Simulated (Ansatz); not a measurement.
The reference is LiI in the rock salt structure (space group Fm-3m, No. 225).

```
CELL_PARAMETERS angstrom
      0.00000     3.00952     3.00952
      3.00952     0.00000     3.00952
      3.00952     3.00952     0.00000
ATOMIC_POSITIONS crystal
  I  0.00000 0.00000 0.00000
  Li 0.50000 0.50000 0.50000
```

Cartesian axes are those of the cell as printed.

Method: PBE/PAW in Ansatz (a first-principles code), without spin-orbit coupling.

Before the change:

```
Item                   Result
-------------------  --------
Pressure             0.1 kbar
Smallest direct gap   4.26 eV
Band gap              4.25 eV
```

It is then changed as follows: the cell is compressed by 0.74 % along z with no lateral relaxation; the atoms relax in the strained cell.

Q: Estimate the effect on the pressure.

A: The pressure (mean of the normal stresses, compression positive) increases by 1.5 kbar to 1.6 kbar.

Q: How does this affect the smallest direct gap?

A: The smallest direct gap increases by 0.02 eV, from 4.26 eV to 4.28 eV.

Q: Estimate the effect on the band gap.

A: The band gap goes up by 0.02 eV (4.25 eV → 4.27 eV).

With I present, leaving out spin-orbit coupling can change the band edges. Stability against distortions was not tested.
